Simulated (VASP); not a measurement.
# CuI: how cutoff and mesh change the relaxed cell

How far does the relaxed cell of CuI depend on cutoff and k mesh? The starting structure is a measured crystal structure from the Crystallography Open Database. The first relaxation on each setting starts from this cell expanded by 3 % in volume.

Calculated with VASP 6.6.1; Kohn-Sham DFT with plane waves and PAW; PBEsol.

The database entry behind the starting cell differs from later determinations by our own check (about 0.4 % short), so it need not match the best structure at ambient conditions.

## (1) Set-up

It takes space group F-43m (No. 216, cubic). Conventional cell: a = 6.032 Å, b = 6.032 Å, c = 6.032 Å, α = 90.00°, β = 90.00°, γ = 90.00°. Nearest to I lie 4 Cu at 2.61 Å. Cu has 4 I at 2.61 Å nearest. Farther neighbours and most contacts between anions are not listed.

Coordinates:

```cif
data_structure
_symmetry_space_group_name_H-M 'P 1'
_symmetry_Int_Tables_number 1
_cell_length_a 4.2653
_cell_length_b 4.2653
_cell_length_c 4.2653
_cell_angle_alpha 60.000
_cell_angle_beta 60.000
_cell_angle_gamma 60.000
_cell_volume 54.87
loop_
_atom_site_label
_atom_site_type_symbol
_atom_site_fract_x
_atom_site_fract_y
_atom_site_fract_z
_atom_site_occupancy
I1 I 0.00000 0.00000 0.00000 1
Cu2 Cu 0.75000 0.75000 0.75000 1
```

## (2) Reference relaxation

This run starts from the cell of an earlier relaxation, which isn't shown; the restart sets up the plane waves anew.

Input file INCAR:

```
SYSTEM = CuI
PREC = Accurate
ENCUT = 450
EDIFF = 1E-06
NELM = 100
ISMEAR = 0
SIGMA = 0.03
LREAL = .FALSE.
ALGO = Normal
GGA = PS
NBANDS = 15
LASPH = .TRUE.
LORBIT = 11
LWAVE = .FALSE.
LCHARG = .FALSE.
KPAR = 4
IBRION = 2
NSW = 50
ISIF = 3
EDIFFG = -0.006
```

Input file POSCAR:

```
CuI
1.0
    0.0000000000      2.9729443569      2.9729443569
    2.9729443569      0.0000000000      2.9729443569
    2.9729443569      2.9729443569      0.0000000000
I Cu
1 1
Direct
    0.0000000000      0.0000000000      0.0000000000
    0.7500000000      0.7500000000      0.7500000000
```

Input file KPOINTS:

```
Automatic mesh
0
Gamma
6 6 6
0 0 0
```

Potentials, in the order of the species: I and Cu (PBE family, release 64).

Command:

```
> mpirun -np 4 vasp_std
```

What it wrote:

```text
[banner, memory and clock lines left out]
running    4 mpi-ranks, on    1 nodes
 distrk:  each k-point on    1 cores,    4 groups
 distr:  one band on    1 cores,    1 groups

 POSCAR found type information on POSCAR I Cu
 POSCAR found :  2 types and       2 ions
|                                                                             |
|               ----> ADVICE to this user running VASP <----                  |
|                                                                             |
|     You enforced a specific xc type in the INCAR file but a different       |
|     [... a line on the potential file left out ...]
|     I HOPE YOU KNOW WHAT YOU ARE DOING!                                     |
|                                                                             |

 LDA part: xc-table for (Slater+PW92), standard interpolation
 POSCAR, INCAR and KPOINTS ok, starting setup
 FFT: planning ... GRIDC
 FFT: planning ... GRID_SOFT
 FFT: planning ... GRID
 WAVECAR not read
 entering main loop
       N       E                     dE             d eps       ncg     rms          rms(c)
DAV:   1     0.931870795695E+02    0.93187E+02   -0.70690E+03   480   0.116E+03
DAV:   2    -0.231621667555E+00   -0.93419E+02   -0.85004E+02   480   0.231E+02
DAV:   3    -0.647451909723E+01   -0.62429E+01   -0.61491E+01   627   0.650E+01
DAV:   4    -0.664827808433E+01   -0.17376E+00   -0.17368E+00   579   0.101E+01
DAV:   5    -0.665674229297E+01   -0.84642E-02   -0.84639E-02   702   0.257E+00    0.624E+00
DAV:   6    -0.656356423570E+01    0.93178E-01   -0.44746E+00   515   0.592E+01    0.408E+00
DAV:   7    -0.631965183689E+01    0.24391E+00   -0.10336E+00   543   0.361E+01    0.176E+00
DAV:   8    -0.632116003641E+01   -0.15082E-02   -0.68414E-02   743   0.479E+00    0.635E-01
DAV:   9    -0.631664487612E+01    0.45152E-02   -0.15784E-02   616   0.369E+00    0.254E-01
DAV:  10    -0.631673327956E+01   -0.88403E-04   -0.69308E-04   599   0.206E-01    0.212E-01
DAV:  11    -0.631663854177E+01    0.94738E-04   -0.25683E-04   621   0.516E-01    0.494E-02
DAV:  12    -0.631663873655E+01   -0.19478E-06   -0.16636E-04   776   0.305E-01    0.487E-02
DAV:  13    -0.631664009728E+01   -0.13607E-05   -0.11333E-05   571   0.234E-02    0.453E-02
DAV:  14    -0.631664044535E+01   -0.34807E-06   -0.10317E-06   464   0.850E-03
   1 F= -.63166404E+01 E0= -.63166404E+01  d E =-.631664E+01
[...]
2 F= -.63164369E+01 E0= -.63164369E+01  d E =0.203571E-03
[...]
3 F= -.63165964E+01 E0= -.63165964E+01  d E =0.440752E-04
[...]
4 F= -.63166275E+01 E0= -.63166275E+01  d E =0.129432E-04
[...]
5 F= -.63166350E+01 E0= -.63166350E+01  d E =0.545215E-05
 curvature:  -0.00 expect dE=-0.119E-05 dE for cont linesearch -0.119E-05
 ZBRENT: interpolating
 opt :   0.0105  next Energy=    -6.316641 (dE=-0.472E-06)
 bond charge predicted
       N       E                     dE             d eps       ncg     rms          rms(c)
DAV:   1    -0.631663826444E+01   -0.31145E-05   -0.86802E-06   480   0.677E-02    0.640E-03
DAV:   2    -0.631663795821E+01    0.30623E-06   -0.54715E-06   480   0.733E-02
   6 F= -.63166380E+01 E0= -.63166380E+01  d E =0.248714E-05
 curvature:  -0.00 expect dE=-0.879E-09 dE for cont linesearch -0.879E-09
 trial: gam= 0.00000 g(F)=  0.762E-46 g(S)=  0.472E-06 ort =-0.651E-05 (trialstep = 0.802E+00)
 search vector abs. value=  0.472E-06
 reached required accuracy - stopping structural energy minimisation
```

It took 14 s on 4 MPI ranks of AMD EPYC 7R43, shared host; peak memory 0.58 GiB; 55 s of CPU time.

Lines that name or quote the potential files are left out of all logs, and their timing lines are given in words.

Parts of OUTCAR (step 2):

```text
ion  position               nearest neighbor table
   1  0.000  0.000  0.000-   2 2.57   2 2.57   2 2.57   2 2.57
   2  0.750  0.750  0.750-   1 2.57   1 2.57   1 2.57   1 2.57

  LATTYP: Found a face centered cubic cell.
 ALAT       =     5.9458887138

 Subroutine GETGRP returns: Found 24 space group operations
 (whereof 24 operations were pure point group operations)

The static configuration has the point symmetry T_d .

 Found     16 irreducible k-points:

   k-points           NKPTS =     16   k-points in BZ     NKDIM =     16   number of bands    NBANDS=     15

   dimension x,y,z NGX =    30 NGY =   30 NGZ =   30
   dimension x,y,z NGXF=    60 NGYF=   60 NGZF=   60

   ENCUT  =  450.0 eV  33.07 Ry    5.75 a.u.   7.27  7.27  7.27*2*pi/ulx,y,z

   NELECT =      18.0000    total number of electrons

 k-points in reciprocal lattice and weights: Automatic mesh
   0.00000000  0.00000000  0.00000000       0.005
   0.16666667  0.00000000  0.00000000       0.037
   0.33333333  0.00000000  0.00000000       0.037
   0.50000000  0.00000000  0.00000000       0.019
   0.16666667  0.16666667  0.00000000       0.028
   0.33333333  0.16666667  0.00000000       0.111
   0.50000000  0.16666667  0.00000000       0.111
  -0.33333333  0.16666667  0.00000000       0.111
  -0.16666667  0.16666667  0.00000000       0.056
[...]
-0.33333333  0.33333333  0.16666667       0.111
  -0.33333333  0.50000000  0.16666667       0.056

 average (electrostatic) potential at core
       1 -91.7348       2 -65.3283

 E-fermi :   5.0920

 k-point     1 :       0.0000    0.0000    0.0000
  band No.  band energies     occupation
    ...
      5       2.8060      2.00000
      6       2.8060      2.00000
      7       4.9351      2.00000
      8       4.9351      2.00000
      9       4.9351      2.00000
     10       6.1211      0.00000
     11       9.6972      0.00000
     12       9.6972      0.00000
     13       9.6972      0.00000
     14      13.0527      0.00000
    ...

 k-point     2 :       0.1667    0.0000    0.0000
  band No.  band energies     occupation
    ...
      5       2.7953      2.00000
      6       2.7953      2.00000
      7       3.9377      2.00000
      8       4.7101      2.00000
      9       4.7101      2.00000
     10       7.0726      0.00000
     11       9.7589      0.00000
     12      10.0735      0.00000
     13      10.0735      0.00000
     14      13.6699      0.00000
    ...

 k-point     3 :       0.3333    0.0000    0.0000
  band No.  band energies     occupation
    ...
      5       2.8067      2.00000
      6       2.8067      2.00000
      7       3.1394      2.00000
      8       4.3132      2.00000
      9       4.3132      2.00000
     10       7.1686      0.00000
     11      10.3312      0.00000
     12      10.3312      0.00000
     13      11.4457      0.00000
     14      13.4785      0.00000
    ...

  Total       -0.0025533     -0.0025533     -0.0025533     -0.0000000     -0.0000000      0.0000000
  in kB       -0.0778417     -0.0778417     -0.0778417     -0.0000000     -0.0000000      0.0000000
  external PRESSURE =      -0.0778417 kB  Pullay stress =       0.0000000 kB

  energy-cutoff  :      450.00
  volume of cell :       52.55
      direct lattice vectors                 reciprocal lattice vectors
    -0.000000000  2.972970915  2.972970915    -0.168181935  0.168181935  0.168181935
     2.972970915 -0.000000000  2.972970915     0.168181935 -0.168181935  0.168181935
     2.972970915  2.972970915 -0.000000000     0.168181935  0.168181935 -0.168181935

 POSITION                                       TOTAL-FORCE (eV/Angst)
 -----------------------------------------------------------------------------------
      0.00000      0.00000      0.00000        -0.000000     -0.000000     -0.000000
      4.45946      4.45946      4.45946         0.000000      0.000000      0.000000
 -----------------------------------------------------------------------------------
    total drift:                               -0.000001     -0.000001     -0.000001

  FREE ENERGIE OF THE ION-ELECTRON SYSTEM (eV)
  ---------------------------------------------------
  free  energy   TOTEN  =        -6.3166379582 eV

  energy  without entropy=       -6.3166379582  energy(sigma->0) =       -6.31663796

 reached required accuracy - stopping structural energy minimisation

 total charge
# of ion       s       p       d       tot
------------------------------------------
    1        1.489   2.758   0.063   4.310
    2        0.351   0.300   9.323   9.974
--------------------------------------------------
tot          1.840   3.059   9.386  14.284

[... 3 further parts left out ...]
```

CONTCAR:

```
CuI
   1.00000000000000
    -0.0000000000000000    2.9729709147711598    2.9729709147711598
     2.9729709147711598   -0.0000000000000000    2.9729709147711598
     2.9729709147711598    2.9729709147711598   -0.0000000000000000
  I               Cu
     1     1
Direct
     0.0000000000000000    0.0000000000000000    0.0000000000000000
     0.7500000000000000    0.7500000000000000    0.7500000000000000
```

The PAW data sets were made with PBE, which is usual practice but a small mismatch for other functionals. The run keeps the 24 symmetry operations of its start, so it cannot find a distortion of lower symmetry.

The reference relaxation ends at 26.277 Å³ an atom.

## (3) Relaxation with a cutoff of 300 eV

Against step 2 the input has ENCUT = 300. This run starts from the cell of an earlier relaxation, which isn't shown; the restart sets up the plane waves anew.

INCAR, as its differences from that of step 2:

```diff
@@ -2,3 +2,3 @@
 PREC = Accurate
-ENCUT = 450
+ENCUT = 300
 EDIFF = 1E-06
```

Input file POSCAR:

```
CuI
1.0
    0.0000000000      2.9695515734      2.9695515734
    2.9695515734      0.0000000000      2.9695515734
    2.9695515734      2.9695515734      0.0000000000
I Cu
1 1
Direct
    0.0000000000      0.0000000000      0.0000000000
    0.7500000000      0.7500000000      0.7500000000
```

KPOINTS is that of step 2.

Command:

```
> mpirun -np 4 vasp_std
```

What it wrote:

```text
[banner, memory and clock lines left out]
running    4 mpi-ranks, on    1 nodes
[...]
[... a notice as in an earlier step ...]

 LDA part: xc-table for (Slater+PW92), standard interpolation
 POSCAR, INCAR and KPOINTS ok, starting setup
[...]
entering main loop
       N       E                     dE             d eps       ncg     rms          rms(c)
DAV:   1     0.801880616079E+02    0.80188E+02   -0.54671E+03   480   0.832E+02
DAV:   2    -0.234691898561E+01   -0.82535E+02   -0.75024E+02   480   0.198E+02
DAV:   3    -0.654545342494E+01   -0.41985E+01   -0.41566E+01   655   0.500E+01
DAV:   4    -0.665442118399E+01   -0.10897E+00   -0.10894E+00   558   0.800E+00
[...]
DAV:  12    -0.631735876196E+01   -0.13119E-05   -0.15719E-04   775   0.281E-01    0.439E-02
DAV:  13    -0.631735996013E+01   -0.11982E-05   -0.10228E-05   550   0.213E-02    0.333E-02
DAV:  14    -0.631735929412E+01    0.66601E-06   -0.94578E-07   499   0.244E-02
   1 F= -.63173593E+01 E0= -.63173593E+01  d E =-.631736E+01
[... from here on, the cycles between the ionic steps are left out ...]
   2 F= -.63177883E+01 E0= -.63177883E+01  d E =-.428991E-03
   3 F= -.63178109E+01 E0= -.63178109E+01  d E =-.451585E-03
   4 F= -.63178136E+01 E0= -.63178136E+01  d E =-.454305E-03
[...]
reached required accuracy - stopping structural energy minimisation
```

Run time: 8.2 s. Hardware: 4 MPI ranks; peak memory 0.42 GiB; 29 s of CPU time.

OUTCAR, selected parts (step 3):

```text
  Total        0.0014365      0.0014365      0.0014365      0.0000000      0.0000000     -0.0000000
  in kB        0.0442866      0.0442866      0.0442866      0.0000000      0.0000000     -0.0000000
  external PRESSURE =       0.0442866 kB  Pullay stress =       0.0000000 kB

 POSITION                                       TOTAL-FORCE (eV/Angst)
 -----------------------------------------------------------------------------------
      0.00000      0.00000      0.00000        -0.000000     -0.000000     -0.000000
      4.44286      4.44286      4.44286         0.000000      0.000000      0.000000
 -----------------------------------------------------------------------------------
    total drift:                               -0.000005     -0.000005     -0.000006

  FREE ENERGIE OF THE ION-ELECTRON SYSTEM (eV)
  ---------------------------------------------------
  free  energy   TOTEN  =        -6.3178135986 eV

  energy  without entropy=       -6.3178135986  energy(sigma->0) =       -6.31781360

[... 2 parts as in an earlier step ...]

[... 2 further parts left out ...]
[key lines of the parts left out:]
E-fermi :   5.2203
```

With a cutoff of 300 eV the cell ends at 25.985 Å³ an atom, -1.11 % from the reference.

## (4) Relaxation with a 4×4×4 mesh

Against step 2 the input has a 4×4×4 mesh. This run starts from the cell of an earlier relaxation, which isn't shown; the restart sets up the plane waves anew.

INCAR, as its differences from that of step 3:

```diff
@@ -2,3 +2,3 @@
 PREC = Accurate
-ENCUT = 300
+ENCUT = 450
 EDIFF = 1E-06
```

Input file POSCAR:

```
CuI
1.0
    0.0000000000      2.9773026107      2.9773026107
    2.9773026107      0.0000000000      2.9773026107
    2.9773026107      2.9773026107      0.0000000000
I Cu
1 1
Direct
    0.0000000000      0.0000000000      0.0000000000
    0.7500000000      0.7500000000      0.7500000000
```

Input file KPOINTS:

```
Automatic mesh
0
Gamma
4 4 4
0 0 0
```

Command:

```
> mpirun -np 4 vasp_std
```

What it wrote:

```text
[... set-up lines as in an earlier step ...]
 entering main loop
       N       E                     dE             d eps       ncg     rms          rms(c)
DAV:   1     0.908412187762E+02    0.90841E+02   -0.69399E+03   240   0.115E+03
DAV:   2    -0.132726125714E+01   -0.92168E+02   -0.84108E+02   247   0.226E+02
DAV:   3    -0.646900633090E+01   -0.51417E+01   -0.50684E+01   317   0.601E+01
DAV:   4    -0.660442308577E+01   -0.13542E+00   -0.13537E+00   275   0.912E+00
[...]
DAV:  11    -0.627729404246E+01    0.76529E-04   -0.46351E-04   297   0.695E-01    0.166E-02
DAV:  12    -0.627730792251E+01   -0.13880E-04   -0.92924E-05   381   0.102E-01    0.435E-02
DAV:  13    -0.627730760770E+01    0.31481E-06   -0.80323E-07   205   0.820E-03
   1 F= -.62773076E+01 E0= -.62773076E+01  d E =-.627731E+01
[... from here on, the cycles between the ionic steps are left out ...]
   2 F= -.62768054E+01 E0= -.62768054E+01  d E =0.502216E-03
   3 F= -.62771798E+01 E0= -.62771798E+01  d E =0.127792E-03
   4 F= -.62772527E+01 E0= -.62772527E+01  d E =0.548809E-04
   5 F= -.62772822E+01 E0= -.62772822E+01  d E =0.254330E-04
   6 F= -.62772946E+01 E0= -.62772946E+01  d E =0.129678E-04
   7 F= -.62773003E+01 E0= -.62773003E+01  d E =0.735522E-05
   8 F= -.62773030E+01 E0= -.62773030E+01  d E =0.460216E-05
   9 F= -.62773045E+01 E0= -.62773045E+01  d E =0.313564E-05
  10 F= -.62773039E+01 E0= -.62773039E+01  d E =0.375208E-05
  11 F= -.62773041E+01 E0= -.62773041E+01  d E =0.346368E-05
  12 F= -.62773042E+01 E0= -.62773042E+01  d E =0.341028E-05
  13 F= -.62773377E+01 E0= -.62773377E+01  d E =-.334915E-04
  14 F= -.62772405E+01 E0= -.62772405E+01  d E =0.637456E-04
  15 F= -.62773338E+01 E0= -.62773338E+01  d E =-.296272E-04
  16 F= -.62773378E+01 E0= -.62773378E+01  d E =-.335655E-04
[...]
reached required accuracy - stopping structural energy minimisation
```

The job ended after 36 s (4 MPI ranks; peak memory 0.56 GiB).

From OUTCAR (step 4):

```text
  Total        0.0059362      0.0059362      0.0059362      0.0000000     -0.0000000     -0.0000000
  in kB        0.1806024      0.1806024      0.1806024      0.0000000     -0.0000000     -0.0000000
  external PRESSURE =       0.1806024 kB  Pullay stress =       0.0000000 kB

 POSITION                                       TOTAL-FORCE (eV/Angst)
 -----------------------------------------------------------------------------------
      0.00000      0.00000      0.00000         0.000000      0.000000      0.000000
      4.46253      4.46253      4.46253        -0.000000     -0.000000     -0.000000
 -----------------------------------------------------------------------------------
    total drift:                               -0.000001     -0.000001     -0.000001

  FREE ENERGIE OF THE ION-ELECTRON SYSTEM (eV)
  ---------------------------------------------------
  free  energy   TOTEN  =        -6.2773377629 eV

  energy  without entropy=       -6.2773377629  energy(sigma->0) =       -6.27733776

[... 1 part as in an earlier step ...]

[... 3 further parts left out ...]
[key lines of the parts left out:]
E-fermi :   5.1034
```

Logs of long relaxations may skip ionic steps without a mark.

With a 4×4×4 mesh the cell ends at 26.331 Å³ an atom, +0.21 % from the reference.

[end of part 1 of 2]

[Lines on the potential files, build, host, timing and source positions are cut from VASP's logs without a mark.]

[Logs are printed without paths, hosts, clocks, repeated set-up lines and the standing remarks that a program may print on its own settings, such as how far it seeks lower states.]

[Hosts, paths, dates, database ids (printed as entryN), source tags and the programs' standing remarks are cut or masked in the printed files.]
